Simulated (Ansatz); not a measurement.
LiI (rock salt)

```xyz
4
Lattice="0.0000 6.0190 6.0190 3.0095 3.0095 6.0190 3.0095 3.0095 0.0000" Properties=species:S:1:pos:R:3 pbc="T T T"
I      0.0000     0.0000     0.0000
I      3.0095     6.0190     3.0095
Li     3.0095     3.0095     3.0095
Li     3.0095     6.0190     6.0190
```

A phonon eigenvector at X = (0.5, 0.5, 0.0) is frozen into this cell: atom i moves by Q times the vector below, so Q is the largest atomic displacement, in Å. The cell is held. It is one choice among 2 degenerate patterns. (q is in reciprocal vectors of the primitive cell; the cell shown is doubled to hold the pattern.)

```tsv
atom	x	y	z
I1	0.000	0.058	0.000
I2	0.000	-0.058	0.000
Li3	0.000	1.000	0.000
Li4	0.000	-1.000	0.000
```

All values below come from PBE (plane waves to 420 eV, PAW, scalar-relativistic; Ansatz, a first-principles code). k mesh 10×10×10 (Γ-centred), Fermi-Dirac smearing 0.05 eV. The energy includes the smearing's −TS. LiI was relaxed with its symmetry unable to fall. Spin-orbit coupling is left out, though I is heavy. ΔE is measured from the undisplaced structure.

```
Q (Å)   ΔE (meV/cell)
------  -------------
-0.180           15.7
-0.150           10.4
-0.120       withheld
-0.090            3.5
-0.060            1.5
-0.030            0.4
0.000             0.0
0.030             0.4
0.060             1.5
0.090             3.5
0.120        withheld
0.150            10.4
0.180            15.7
```

Task: Fit an even polynomial form (powers 2, 4) to the given rows and predict ΔE at Q = 0.120.

Result: Least squares on the 11 given rows: ΔE = (412.7)·Q² + (2216)·Q⁴, in meV/cell with Q in Å; root-mean-square residual 0.01 meV/cell. At 0.120 the fit gives 6.4 meV/cell; the calculation gives 6.4 meV/cell, the same to the digits shown. The quadratic term alone would give 5.9 meV/cell.

(For displaced atoms, the force is minus the slope of the energy, and its curvature is a force constant, which sets phonon frequencies.)
